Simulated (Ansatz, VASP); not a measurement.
## Cross-check of InSb between VASP and Ansatz

Wanted: the spread between two codes on one cell, functional and k mesh. The cell is taken from a series of VASP runs on this material, whose earlier steps may have relaxed, scaled or displaced it; both programs get it as it stands.

Program: Ansatz 0.2.0. Level of theory: plane waves, with VASP 6.6.1 beside it; relaxation of cell and atoms at r2SCAN with rVV10. Results are calculated unless marked as measured.

## (1) The structure

Symmetry: F-43m, No. 216, cubic system. Conventional cell: a = 6.523 Å, b = 6.523 Å, c = 6.523 Å, α = 90.00°, β = 90.00°, γ = 90.00°. Nearest to In lie 4 Sb at 2.82 Å. Sb has 4 In at 2.82 Å nearest. Farther neighbours are not listed.

## (2) VASP: relaxation of cell and atoms, r2SCAN with rVV10

The relaxed volume is the usual yardstick between codes: its relative difference is about their pressure difference at one cell divided by the bulk modulus.

Lines of VASP's logs that name or quote its potential files are left out, and so is its time.

INCAR

```
SYSTEM = InSb
PREC = Accurate
ENCUT = 400
EDIFF = 1E-06
NELM = 100
ISMEAR = 0
SIGMA = 0.05
LREAL = .FALSE.
ALGO = Normal
METAGGA = R2SCAN
LUSE_VDW = .TRUE.
IVDW_NL = 2
BPARAM = 11.95
CPARAM = 0.0093
LASPH = .TRUE.
NBANDS = 15
LORBIT = 11
LWAVE = .FALSE.
LCHARG = .FALSE.
KPAR = 2
IBRION = 2
NSW = 60
ISIF = 3
EDIFFG = -0.01
```

POSCAR

```
InSb
1.0
    0.0000000000      3.2616514896      3.2616514896
    3.2616514896      0.0000000000      3.2616514896
    3.2616514896      3.2616514896      0.0000000000
In Sb
1 1
Direct
    0.0000000000      0.0000000000      0.0000000000
    0.2500000000      0.2500000000      0.2500000000
```

KPOINTS

```
Automatic mesh
0
Gamma
6 6 6
0 0 0
```

The projector-augmented-wave data sets are In_d and Sb (PBE family, release 64).

Launch:

```sh
$ mpirun -np 2 vasp_std
```

Numbers of over 12 decimals in the logs are rounded to 6 here.

The log of the run:

```text
[banner, memory and clock lines left out]
running    2 mpi-ranks, on    1 nodes
 distrk:  each k-point on    1 cores,    2 groups
 distr:  one band on    1 cores,    1 groups

 POSCAR found type information on POSCAR InSb
 POSCAR found :  2 types and       2 ions
|                                                                             |
|               ----> ADVICE to this user running VASP <----                  |
|                                                                             |
|     You have switched on vdW-DFT.                                           |
|     This routine was written and supplied by Jiri Klimes. We recommend      |
|     that you carefully read and cite the following publications:            |
|       J. Klimes, D.R. Bowler, A. Michelides                                 |
|          J. Phys.: Cond Matt. 22 022201 (2010)                              |
|       J. Klimes, D.R. Bowler, A. Michelides                                 |
|          Phys. Rev. B. 83, 195131 (2011)                                    |
|     and references therein.                                                 |
|                                                                             |

|                                                                             |
|               ----> ADVICE to this user running VASP <----                  |
|                                                                             |
|     You enforced a specific xc type in the INCAR file but a different       |
|     [... a line on the potential file left out ...]
|     I HOPE YOU KNOW WHAT YOU ARE DOING!                                     |
|                                                                             |

 LDA part: xc-table for (None), standard interpolation
 POSCAR, INCAR and KPOINTS ok, starting setup
 FFT: planning ... GRIDC
 FFT: planning ... GRID_SOFT
 FFT: planning ... GRID
 WAVECAR not read
 entering main loop
       N       E                     dE             d eps       ncg     rms          rms(c)
Total rVV10 correction in eV:      0.5756418    23.4983124
Total rVV10 correction in eV:      0.5756418    23.4983124
DAV:   1     0.650775922097E+02    0.65078E+02   -0.72017E+03   480   0.101E+03
DAV:   2    -0.445508130074E+02   -0.10963E+03   -0.10626E+03   557   0.274E+02
DAV:   3    -0.510510093751E+02   -0.65002E+01   -0.64870E+01   599   0.717E+01
DAV:   4    -0.512427737575E+02   -0.19176E+00   -0.19174E+00   649   0.145E+01
DAV:   5    -0.512517578815E+02   -0.89841E-02   -0.89841E-02   691   0.243E+00    0.531E+00
Total rVV10 correction in eV:      0.5788557    23.4983133
Total rVV10 correction in eV:      0.5788557    23.4983133
DAV:   6    -0.481526499061E+02    0.30991E+01   -0.13140E+00   585   0.220E+01    0.276E+00
Total rVV10 correction in eV:      0.5852380    23.4983133
Total rVV10 correction in eV:      0.5852380    23.4983133
DAV:   7    -0.481433126731E+02    0.93372E-02   -0.68981E-02   550   0.258E+00    0.166E+00
Total rVV10 correction in eV:      0.5928219    23.4983133
Total rVV10 correction in eV:      0.5928219    23.4983133
DAV:   8    -0.481494467527E+02   -0.61341E-02   -0.26105E-02   586   0.131E+00    0.518E-01
Total rVV10 correction in eV:      0.5940684    23.4983133
Total rVV10 correction in eV:      0.5940684    23.4983133
DAV:   9    -0.481492864840E+02    0.16027E-03   -0.21434E-03   671   0.595E-01    0.192E-01
Total rVV10 correction in eV:      0.5940128    23.4983133
Total rVV10 correction in eV:      0.5940128    23.4983133
DAV:  10    -0.481492415517E+02    0.44932E-04   -0.42788E-04   578   0.200E-01    0.629E-02
Total rVV10 correction in eV:      0.5940916    23.4983133
Total rVV10 correction in eV:      0.5940916    23.4983133
DAV:  11    -0.481492422770E+02   -0.72523E-06   -0.47001E-05   662   0.973E-02    0.553E-02
Total rVV10 correction in eV:      0.5942045    23.4983133
Total rVV10 correction in eV:      0.5942045    23.4983133
DAV:  12    -0.481492428087E+02   -0.53175E-06   -0.35135E-06   599   0.131E-02
Total rVV10 correction in eV:      0.5941489    23.4983133
Total rVV10 correction in eV:      0.5941489    23.4983133
Total rVV10 correction in eV:      0.5941718    23.4983133
Total rVV10 correction in eV:      0.5941718    23.4983133
   1 F= -.48149243E+02 E0= -.48149164E+02  d E =-.481492E+02
 curvature:   0.00 expect dE= 0.000E+00 dE for cont linesearch  0.000E+00
 trial: gam= 0.00000 g(F)=  0.133E-45 g(S)=  0.743E-06 ort = 0.000E+00 (trialstep = 0.100E+01)
 search vector abs. value=  0.743E-06
 reached required accuracy - stopping structural energy minimisation
```

OUTCAR, selected parts (step 2):

```text
ion  position               nearest neighbor table
   1  0.000  0.000  0.000-   2 2.82   2 2.82   2 2.82   2 2.82
   2  0.250  0.250  0.250-   1 2.82   1 2.82   1 2.82   1 2.82

  LATTYP: Found a face centered cubic cell.
 ALAT       =     6.5233029792

 Subroutine GETGRP returns: Found 24 space group operations
 (whereof 24 operations were pure point group operations)

The static configuration has the point symmetry T_d .

 Found     16 irreducible k-points:

   k-points           NKPTS =     16   k-points in BZ     NKDIM =     16   number of bands    NBANDS=     15

   dimension x,y,z NGX =    30 NGY =   30 NGZ =   30
   dimension x,y,z NGXF=    60 NGYF=   60 NGZF=   60

   ENCUT  =  400.0 eV  29.40 Ry    5.42 a.u.   7.52  7.52  7.52*2*pi/ulx,y,z

   NELECT =      18.0000    total number of electrons

 k-points in reciprocal lattice and weights: Automatic mesh
   0.00000000  0.00000000  0.00000000       0.005
   0.16666667  0.00000000  0.00000000       0.037
   0.33333333  0.00000000  0.00000000       0.037
   0.50000000  0.00000000  0.00000000       0.019
   0.16666667  0.16666667  0.00000000       0.028
   0.33333333  0.16666667  0.00000000       0.111
   0.50000000  0.16666667  0.00000000       0.111
  -0.33333333  0.16666667  0.00000000       0.111
  -0.16666667  0.16666667  0.00000000       0.056
[...]
-0.33333333  0.33333333  0.16666667       0.111
  -0.33333333  0.50000000  0.16666667       0.056

 average (electrostatic) potential at core
       1-102.0431       2 -92.5194

 E-fermi :   4.7610

 k-point     1 :       0.0000    0.0000    0.0000
  band No.  band energies     occupation
    ...
      5     -10.2504      2.00000
      6      -6.2949      2.00000
      7       4.7001      1.91509
      8       4.7001      1.91503
      9       4.7001      1.91503
     10       4.8013      0.25484
     11       7.8986      0.00000
     12       7.8987      0.00000
     13       7.8987      0.00000
     14      10.7447      0.00000
    ...

 k-point     2 :       0.1667    0.0000    0.0000
  band No.  band energies     occupation
    ...
      5     -10.2506      2.00000
      6      -6.0385      2.00000
      7       2.2746      2.00000
      8       4.3635      2.00000
      9       4.3635      2.00000
     10       5.9119      0.00000
     11       8.3608      0.00000
     12       8.3609      0.00000
     13       8.6771      0.00000
     14      11.8786      0.00000
    ...

 k-point     3 :       0.3333    0.0000    0.0000
  band No.  band energies     occupation
    ...
      5     -10.2499      2.00000
      6      -5.3756      2.00000
      7       0.0400      2.00000
      8       3.8743      2.00000
      9       3.8744      2.00000
     10       5.6284      0.00000
     11       8.7710      0.00000
     12       8.7710      0.00000
     13      10.7971      0.00000
     14      11.7787      0.00000
    ...

  Total        0.0032043      0.0032043      0.0032043      0.0000000     -0.0000000      0.0000000
  in kB        0.0739779      0.0739779      0.0739779      0.0000000     -0.0000000      0.0000000
  external PRESSURE =       0.0739779 kB  Pullay stress =       0.0000000 kB

  energy-cutoff  :      400.00
  volume of cell :       69.40
      direct lattice vectors                 reciprocal lattice vectors
     0.000000000  3.261651490  3.261651490    -0.153296574  0.153296574  0.153296574
     3.261651490  0.000000000  3.261651490     0.153296574 -0.153296574  0.153296574
     3.261651490  3.261651490  0.000000000     0.153296574  0.153296574 -0.153296574

 POSITION                                       TOTAL-FORCE (eV/Angst)
 -----------------------------------------------------------------------------------
      0.00000      0.00000      0.00000        -0.000000     -0.000000     -0.000000
      1.63083      1.63083      1.63083         0.000000      0.000000      0.000000
 -----------------------------------------------------------------------------------
    total drift:                                0.000008      0.000008      0.000008

  FREE ENERGIE OF THE ION-ELECTRON SYSTEM (eV)
  ---------------------------------------------------
  free  energy   TOTEN  =       -48.1492428087 eV

  energy  without entropy=      -48.1490856647  energy(sigma->0) =      -48.14916424

 reached required accuracy - stopping structural energy minimisation

 total charge
# of ion       s       p       d       tot
------------------------------------------
    1        0.854   0.735   9.863  11.451
    2        1.107   1.349   0.020   2.476
--------------------------------------------------
tot          1.961   2.083   9.883  13.927

[... 3 further parts left out ...]
```

## (3) Ansatz: relaxation of cell and atoms, r2SCAN with rVV10

Ansatz runs on its default PAW (the set named soft_2) files.

The same cell, functional, mesh and smearing now go to Ansatz, which takes its cutoff from its data sets.

input.yaml

```yaml
crystal:
  lattice:
    - [0.0, 3.2616514896, 3.2616514896]
    - [3.2616514896, 0.0, 3.2616514896]
    - [3.2616514896, 3.2616514896, 0.0]
  atoms:
    - { symbol: In, position: [0.0, 0.0, 0.0] }
    - { symbol: Sb, position: [0.25, 0.25, 0.25] }
hamiltonian:
  xc: r2scan
  pseudopotentials: { kind: paw }
  dispersion: rvv10
kpoints:
  mp_grid: { grid: [6, 6, 6] }
scf:
  occupations: { method: gaussian, width: 0.05 }
relax:
  f_tol: 0.01
  max_steps: 60
  cell: { stress_tol: 0.05 }
output:
  forces: true
  stress: true
```

Launch:

```sh
$ ansatz run input.yaml --threads 4 --pin off --max-ram 9216MiB --backend cpu --events-out ev --progress --plain --runs-dir out
```

The log of the run:

```text
Engine: ansatz 0.2.0, aarch64-unknown-linux-gnu
Pseudopotentials: kind: paw
Pseudopotential: In, paw, valence charge 13, recommended cutoff 500 eV (meta_gga), In.paw.azcp
Pseudopotential: Sb, paw, valence charge 15, recommended cutoff 500 eV (meta_gga), Sb.paw.azcp
Functional definition: r2SCAN+rVV10
  parameter k0 = 0.174
  parameter k1 = 0.065
  parameter a1 = 4.9479
  exchange = r2scan_x(k0 = k0, k1 = k1, a1 = a1)
  correlation = r2scan_c + rvv10(11.95, 0.0093)
Crystal: 2 atoms, lattice volume = 69.397 Å³
Basis set: ecut = 500 eV, 1807 PW (Γ), exchange–correlation on 160×160×160 points (64 copies of the dense FFT grid, shifted against one another)
Bands: 18, of which v1, the nominal top of the filled ones, is band 14 counted from 1 (13 counted from 0)
Symmetry: 24 space group operations
Space group: F-43m (ITA 216), of the structure as read, at distance tolerance 4.1e-5 Å
k-points: 16 of 216 (time reversal used)
Non-local potential: In, projectors of the file, l = 0: 2, l = 1: 2, l = 2: 2, l = 3: 2
Non-local potential: Sb, projectors of the file, l = 0: 2, l = 1: 2, l = 2: 2, l = 3: 2
PAW form: soft (Blöchl's): semilocal exchange-correlation on the pseudo side does not see the compensation charge
rVV10 density: all electrons in the spheres
PAW frozen core: In, regenerated for the run's functional (the file was generated under x = pbe(κ = 0.804, μ = 0.219515), c = pbe(β = 0.066725))
PAW frozen core: Sb, regenerated for the run's functional (the file was generated under x = pbe(κ = 0.804, μ = 0.219515), c = pbe(β = 0.066725))
PAW one-centre angular grid: In, 590 points (default); XC on 289 of its mesh's 2783 points in the sphere
PAW one-centre angular grid: Sb, 590 points (default); XC on 160 Gauss nodes
Initial density: superposition of atomic densities (neutral atoms: chi_scale 0, normalization atom), corrected by the library's trained network
Initial wavefunctions: pseudopotential atomic-orbital guess
Functional: x = r2scan, c = r2scan + rvv10(b = 11.95, C = 0.0093); τ floored in thin density (d = 2e-4 eV/Å³)
SCF iter   1: F=—  HF=-12107.494881 eV  |F-HF|=—  |Δ(HF+E_count)|=         —  Δρ=5.96e-3  dr2=1.61e-2  dr2_τ=6.43e-3  ethr=1.77e-3  ⟨swp⟩=5.9  Hψ=1586  notcnv=0
preconditioner: auto → Kerker (q_TF=auto, 2.345 Å⁻¹)  [metal: Δε(μ)=0.040 eV  Ē_g=14.659 eV  σ=0.050 eV  W_gap=0.39  n_scr=14 (ndim 8)  ℏωp=18.9 eV  f_vac=0.118  D(μ)=0.29/eV (n_scr^D=0)]
SCF iter   2: F=—  HF=-12107.501569 eV  |F-HF|=—  |Δ(HF+E_count)|=   6.69e-3  Δρ=2.89e-3  dr2=4.74e-3  dr2_τ=8.09e-5  ethr=5.74e-5  ⟨swp⟩=2.1  Hψ=622  notcnv=0
preconditioner: auto → none  [insulator: Δε(μ)=0.080 eV  Ē_g=14.602 eV  σ=0.050 eV  W_gap=0.71  n_scr=14 (ndim 8)  ℏωp=18.9 eV  f_vac=0.116  D(μ)=0.18/eV (n_scr^D=0)  ε∞_Penn≈2.7]
SCF iter   3: F=—  HF=-12107.501139 eV  |F-HF|=—  |Δ(HF+E_count)|=   4.31e-4  Δρ=8.44e-4  dr2=3.02e-4  dr2_τ=3.25e-6  ethr=1.69e-5  ⟨swp⟩=2.0  Hψ=388  notcnv=0
SCF iter   4: F=—  HF=-12107.501083 eV  |F-HF|=—  |Δ(HF+E_count)|=   5.59e-5  Δρ=1.09e-4  dr2=1.36e-5  dr2_τ=2.54e-7  ethr=1.08e-6  ⟨swp⟩=2.6  Hψ=522  notcnv=0
SCF iter   5: F=—  HF=-12107.501087 eV  |F-HF|=—  |Δ(HF+E_count)|=   3.82e-6  Δρ=5.78e-5  dr2=1.86e-6  dr2_τ=5.53e-8  ethr=4.85e-8  ⟨swp⟩=2.0  Hψ=433  notcnv=0
SCF iter   6: F=-12107.501088 eV  HF=-12107.501088 eV  |F-HF|=2.19e-8  |Δ(HF+E_count)|=   9.96e-7  Δρ=1.62e-5  dr2=9.53e-8  dr2_τ=4.39e-9  ethr=3.57e-10  ⟨swp⟩=3.9  Hψ=1279  notcnv=0
SCF 1 converged in 6 iterations: F = -12107.501088 eV  dr2 = 9.53e-8
  greatest PAW one-centre occupation: 0.993 electrons in one spin orbital (limit 2), on the Sb atom at site 1 (counted from 0), in its partial waves of l = 2
relax step   1: F+E_penalty+E_count = -12107.50108761 eV  Δ(F+E_penalty+E_count) = +0.000e0 eV  max|allowed force component| = 1.943e-16 eV/Å  Δτ_max = 0.0000 Å  P = -0.052 GPa  Ω = 69.397 Å³  (6 SCF iters, dr2 threshold 1.00e-7 eV, accepted)
[...]
relax step   2: F+E_penalty+E_count = -12107.50110377 eV  Δ(F+E_penalty+E_count) = -1.617e-5 eV  max|allowed force component| = 3.354e-17 eV/Å  Δτ_max = 0.0000 Å  P = +0.030 GPa  Ω = 69.269 Å³  energy of the carried Pulay correction = +7.091e-6 eV  (5 SCF iters, dr2 threshold 6.71e-9 eV, accepted)
[...]
relax step   3: F+E_penalty+E_count = -12107.50109719 eV  Δ(F+E_penalty+E_count) = +6.585e-6 eV  max|allowed force component| = 2.776e-17 eV/Å  Δτ_max = 0.0000 Å  P = +0.029 GPa  Ω = 69.269 Å³  stress off target by 2.95e-2 GPa  SCF on the basis re-selected at this cell (its energy is not comparable with the rows above)  (5 SCF iters)
basis re-selected at this cell: Δ(F+E_penalty+E_count) = +6.585e-6 eV, ΔP = -0.000 GPa vs the last step (what re-selecting the basis moved, of the pressure what is left beyond the Pulay correction that the steps carried, after the strain that the cell walked since its last selection, with what the two solves' SCF thresholds leave and, on support functions, any second-order correction that the steps lacked; it is no m [...]
SCF converged after 5 iterations
Free energy (F): -12107.501097 eV
Harris-Foulkes:  -12107.501097 eV  (|F-HF|=7.28e-12)
Internal energy: -12107.500974 eV  (E = F + TS)
E sigma→0 (E₀):  -12107.501035 eV
Entropy (-TS):   -0.000124 eV (-0.062 meV/atom)
Fermi energy:    7.009720 eV
--- Per-component energies (eV) ---
  E_band       = -284.932371
  E_kinetic    = 449.241180
  E_local      = -3225.765943  (includes V_loc(G=0)·N_el)
  E_nonlocal   = 731.400340
  E_hartree    = 1388.235896
  E_xc         = -323.777864
  E_vxc        = -208.120299  (∫ρ·V_xc dr)
  E_paw        = -8787.893235  (= ΣΔE_a)
  E_vpaw       = -822.497730  (= ΣTr[D̂ρ^β])
  E_aug_tail   = 0.000007  (compensation charges beyond the density's cutoff)
  E_vtau       = 14.338294  (kinetic-family band-sum trace: ∫τ·v_τ [+ j·A + Jᵃ·Aᵃ] dr)
  E_ewald      = -2340.412937
  E_core_change = 1.471583  (= ΣΔE_core)
  E_smearing   = -0.000124  (= −TS)
  E_closure    = 0.000000  (closes the sum)
  Σ components = -12107.501097   (vs F -12107.501097, Δ=0.00e0)
--- Forces (eV/Å), atoms counted from 1 ---
  atom   1  In     0.00000000     0.00000000    -0.00000000
  atom   2  Sb    -0.00000000    -0.00000000     0.00000000
  max |Σ_I F_I| component: 2.08e-17 eV/Å
--- Stress (GPa, compression-positive) ---
        0.029499      -0.000000       0.000000
       -0.000000       0.029499       0.000000
       -0.000000       0.000000       0.029499
  P = ⅓ Tr σ = 0.0295 GPa (0.295 kbar)
--- Relaxed structure (2 steps of the walk, 2 accepted, 1 SCFs on fresh bases) ---
  F+E_penalty+E_count = -12107.50109719 eV   max|allowed force component| = 2.776e-17 eV/Å   (the final SCF, on the basis selected at the relaxed cell)
  cell:  # Å, volume = 69.2689 Å³
    - [0, 3.259638, 3.259638]
    - [3.259638, 0, 3.259638]
    - [3.259638, 3.259638, 0]
  atoms:
    - { symbol: In, position: [0, 0, 0] }
    - { symbol: Sb, position: [0.25, 0.25, 0.25] }
```

Wall time 8 s (4 threads of Arm Neoverse V1, shared host); peak memory 0.65 GiB.

## (4) Comparison

Known differences besides the potentials themselves: VASP keeps PBE cores, Ansatz makes them for the functional; both relaxations stop at a tolerance, which leaves soft axes loose, and VASP keeps its plane-wave basis; the data sets hold 28 valence electrons in Ansatz (default PAW (the set named soft_2) files) and 18 in VASP; the cutoff is 500 eV in Ansatz and 400 eV in VASP; Ansatz adds a Pulay correction to the stress that steers its cell, VASP none. Total energies have different zeros and are not compared.

Both answers:

```csv
quantity,Ansatz,VASP,difference
volume (Å³),69.27,69.40,-0.19 %
"edge a after relaxation, in the typed setting (Å)",4.610,4.613,-0.06 %
```

The walks stopped with 0.03 GPa left in Ansatz and 0.01 GPa in VASP; each walk ends within a tolerance, so the volume difference is uncertain by about these residues over the bulk modulus, most in soft cells.

## (5) Outcome

| Quantity | Value |
| --- | --- |
| difference in volume (relaxation of cell and atoms, r2SCAN with rVV10) | -0.19 % |

What this shows: The difference in volume is -0.19 % (relaxation of cell and atoms, r2SCAN with rVV10), within the 1.2 % picked in this series as the mark of a large difference, as far as the stopping tolerances let one tell. How closely two codes agree says nothing of how well the functional describes the real material.

[Lines on the potential files, build, host, timing and source positions are cut from VASP's logs without a mark.]

[Logs are printed without paths, hosts, clocks, repeated set-up lines and the standing remarks that a program may print on its own settings, such as how far it seeks lower states.]

[Hosts, paths, dates, database ids (printed as entryN), source tags and the programs' standing remarks are cut or masked in the printed files.]
